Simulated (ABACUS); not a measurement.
InP:

```
In P
1.0
     0.00000    2.93050    2.93050
     2.93050    0.00000    2.93050
     2.93050    2.93050    0.00000
In P
1 1
Direct
  0.00000 0.00000 0.00000
  0.75000 0.75000 0.75000
```

Base run:

| Property | Result |
| --- | --- |
| Program | ABACUS 3.10.1 |
| Functional | OLYP |
| Potentials or basis | PseudoDojo NC SR 0.5 PBE standard |
| Cutoff | 966 eV |
| Density cutoff | 3864 eV |
| Basis | plane waves |
| k mesh | 6 × 6 × 6 |
| Occupations | fermi-dirac, width 0.05 eV |
| Spin | no spin polarisation |

Its results: band gap on the k mesh 1.01 eV, direct; pressure 4.3 GPa.

**Question.** The run is repeated on the same cell with these changes: functional from OLYP to RPBE. What comes out?

**Answer.** Band gap on the k mesh 0.84 eV, direct; pressure 5.0 GPa.

Caveats: the potentials were made for another functional, which shifts forces and pressure; spin-orbit coupling is left out, which moves the levels of the heavy elements.

A k mesh can miss the band edges.

Not every run made on this cell is shown here.
